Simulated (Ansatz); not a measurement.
MnS:

```
CELL_PARAMETERS angstrom
0.00000 2.60450 2.60450
2.60450 0.00000 2.60450
2.60450 2.60450 0.00000
ATOMIC_POSITIONS crystal
Mn 0.00000 0.00000 0.00000
S 0.50000 0.50000 0.50000
```

Base run:

```yaml
Program: Ansatz 0.2.0
Functional: PBE
Potentials_or_basis: all-electron LAPW, scalar-relativistic
Cutoff: 217 eV
Density_cutoff: 866 eV
Basis_error_allowed: 0.001 eV/atom
k_mesh: 9 × 9 × 9
Occupations: fermi-dirac, width 0.05 eV
Spin: collinear spin, ferromagnetic start
Starting_moments: "[4.0, 0.0] μB"
```

Its results: pressure -2.9 GPa; net moment 4.71 μB per cell; site moments Mn +4.43; S +0.15 μB.

The run is repeated on the same cell with these changes: functional from PBE to LDA. What comes out?

Pressure -11.6 GPa; net moment 4.57 μB per cell; site moments Mn +4.29; S +0.14 μB.

LDA binds more tightly than PBE, so the same cell stands under less pressure.

Caveats: a cell with one magnetic atom can't hold antiferromagnetic order, which such compounds often take.

Not every run made on this cell is shown here.
